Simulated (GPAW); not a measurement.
The system is Pb.

```
Pb
1.0
     0.00000    2.47502    2.47502
     2.47502    0.00000    2.47502
     2.47502    2.47502    0.00000
Pb
1
Direct
  0.00000 0.00000 0.00000
```

| Property | Result |
| --- | --- |
| Program | GPAW 26.7.0 |
| Task | relaxation of cell and atoms |
| Functional | PBEsol |
| Dispersion | D3 |
| Potentials or basis | PAW data sets generated in the run's folder for this functional |
| Cutoff | 600 eV |
| Basis | pw |
| k mesh | 9 × 9 × 9 |
| Occupations | fermi-dirac, width 0.05 eV |
| Spin | no spin polarisation |

At the start: pressure -2.1 GPa; volume 30.32 Å³/atom.

**Question.** Where does the relaxation end?

**Answer.** Over 3 steps the energy falls by 8.7 meV/atom and the volume is 28.97 Å³/atom (-4.5 %); space group Fm-3m (No. 225, to 0.05 Å).

Step by step:
```csv
step,energy change (eV),largest force (eV/Å),pressure (GPa),volume (Å³)
1,0.0000,0.0000,-2.10,30.32
2,-0.0055,0.0000,-1.34,29.81
3,-0.0087,0.0000,0.10,28.97
```

Final structure:
```
Pb
1.0
     0.00000    2.43770    2.43770
     2.43770    0.00000    2.43770
     2.43770    2.43770    0.00000
Pb
1
Direct
  0.00000 0.00000 0.00000
```

The cell as given is a measured one (30.32 Å³/atom); PBEsol+D3 puts the equilibrium volume -4.5 % from it, thermal expansion not counted.

Caveat: later steps reuse the first step's grids; pairwise dispersion overbinds metals, which lowers pressure and volume.
